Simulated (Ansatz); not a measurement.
Here is an Ansatz 0.2.0 calculation.

input.yaml

```yaml
crystal:
  lattice:
    - [0.0, 3.06065, 3.06065]
    - [3.06065, 0.0, 3.06065]
    - [3.06065, 3.06065, 0.0]
  atoms:
    - { symbol: Pb, position: [0.0, 0.0, 0.0] }
    - { symbol: Se, position: [0.5, 0.5, 0.5] }
hamiltonian:
  xc: hiss
  pseudopotentials: { kind: paw }
kpoints:
  mp_grid: { grid: [4, 4, 4] }
  band_path:
    path:
      - [[0.0, 0.0, 0.0], [0.5, 0.0, 0.5], [0.5, 0.25, 0.75], [0.375, 0.375, 0.75], [0.0, 0.0, 0.0], [0.5, 0.5, 0.5], [0.625, 0.25, 0.625], [0.5, 0.25, 0.75], [0.5, 0.5, 0.5], [0.375, 0.375, 0.75]]
      - [[0.625, 0.25, 0.625], [0.5, 0.0, 0.5]]
    npoints: 4
scf:
  occupations: { method: fermi_dirac, width: 0.05 }
  exx: { singularity: none }
  n_extra_bands: 6
output:
  forces: true
  stress: true
  eigenvalues: true
  fatbands: false
```

Potentials or basis: Ansatz PAW.

Launch:

```sh
$ ansatz run input.yaml --threads 2 --pin off --max-ram 5632MiB --backend cpu --events-out ev --progress --plain --runs-dir out
```

Predict the band gap on the k mesh.

0.82 eV, direct.

Estimate the pressure.

0.9 GPa.

Estimate the band gap along the path.

0.82 eV, direct.

Levels at the corners of the path, in eV from the valence-band top:
```tsv
point	band 11	band 12	band 13	band 14	band 15	band 16	band 17	band 18	band 19	band 20
Γ	-16.14	-6.84	-2.37	-2.37	-2.37	5.71	5.71	5.71	7.43	7.43
X	-14.35	-8.23	-5.89	-3.90	-3.90	4.33	6.73	6.73	7.22	12.74
W	-14.32	-9.08	-5.03	-5.03	-1.06	2.55	5.87	5.87	8.88	8.88
K	-14.37	-9.13	-5.42	-3.32	-2.78	4.16	4.86	6.49	6.73	11.34
Γ	-16.14	-6.84	-2.37	-2.37	-2.37	5.71	5.71	5.71	7.43	7.43
L	-14.84	-10.13	-1.95	-1.95	0.00	0.82	2.27	2.27	9.65	11.45
U	-14.37	-9.13	-5.42	-3.32	-2.78	4.16	4.86	6.49	6.73	11.34
W	-14.32	-9.08	-5.03	-5.03	-1.06	2.55	5.87	5.87	8.88	8.88
L	-14.84	-10.13	-1.95	-1.95	0.00	0.82	2.27	2.27	9.65	11.45
K	-14.37	-9.13	-5.42	-3.32	-2.78	4.16	4.86	6.49	6.73	11.34
U	-14.37	-9.13	-5.42	-3.32	-2.78	4.16	4.86	6.49	6.73	11.34
X	-14.35	-8.23	-5.89	-3.90	-3.90	4.33	6.73	6.73	7.22	12.74
```

Caveat: the k mesh is coarse (spacing up to 0.44 Å⁻¹), so the values aren't converged, least of all with exact exchange; spin-orbit coupling is left out, which as a rule narrows the gap of such compounds by several tenths of an eV; the PAW data sets come from PBE, with cores solved anew for the run's functional, which leaves a small shift of forces and pressure; the thresholds are loose for stress.
